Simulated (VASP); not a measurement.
Write the native input for VASP 6.6.1 that does the following.

| Property | Result |
| --- | --- |
| Task | relaxation of cell and atoms |
| Functional | PBEsol |
| Potentials or basis | VASP PAW PBE potentials, release 64 (Ag, Cl) |
| Cutoff | 600 eV |
| k mesh | 8 × 8 × 8 |
| Occupations | gaussian, width 0.03 eV |
| Spin | no spin polarisation |
| Further INCAR settings | ALGO = Normal; EDIFF = 1e-06; IBRION = 2; EDIFFG = -0.01; NSW = 90; ISIF = 3 |

The structure of AgCl (Chlorargyrite) lies in POSCAR:

```
AgCl
1.0
    0.0000000000      2.7350000000      2.7350000000
    2.7350000000      0.0000000000      2.7350000000
    2.7350000000      2.7350000000      0.0000000000
Ag Cl
1 1
Direct
    0.0000000000      0.0000000000      0.0000000000
    0.5000000000      0.5000000000      0.5000000000
```

These files were run (other wordings do the same):

INCAR

```
ALGO = Normal ; EDIFF = 1E-6
EDIFFG = -0.01 ; ENCUT = 600
GGA = PS ; IBRION = 2
ISIF = 3 ; ISMEAR = 0
LASPH = True ; LCHARG = False
LREAL = False ; LWAVE = False
NELM = 80 ; NSW = 90
PREC = Accurate ; SIGMA = 0.03
```

KPOINTS

```
k-points
0
Gamma
  8 8 8
```

Potentials or basis: VASP PAW PBE potentials, release 64 (Ag, Cl).

Command:

```console
$ cat potpaw_PBE.64/Ag/POTCAR potpaw_PBE.64/Cl/POTCAR > POTCAR
$ mpirun -np 1 vasp_std > vasp.out
```

It gave:

| Property | Result |
| --- | --- |
| Relaxed volume | 20.18 Å³/atom |
| Relaxed cell | a = 3.850 Å, b = 3.850 Å, c = 3.850 Å, α = 60.00°, β = 60.00°, γ = 60.00° |
| Space group after relaxing (to 0.05 Å) | Fm-3m (No. 225) |
| Energy gained by relaxing | 0.6 meV/atom |
| Ionic steps | 2 |
| Pressure after relaxing | 0.0 GPa |
| Band gap on the k mesh | 0.72 eV, indirect (least direct gap 3.23 eV) |

Caveat: the PAW data sets were made with another functional, which shifts forces and pressure a little.

Wall time 17 s on 1 thread of Intel(R) Xeon(R) Platinum 8488C (Sapphire Rapids), on a shared host, peak memory 0.19 GiB.
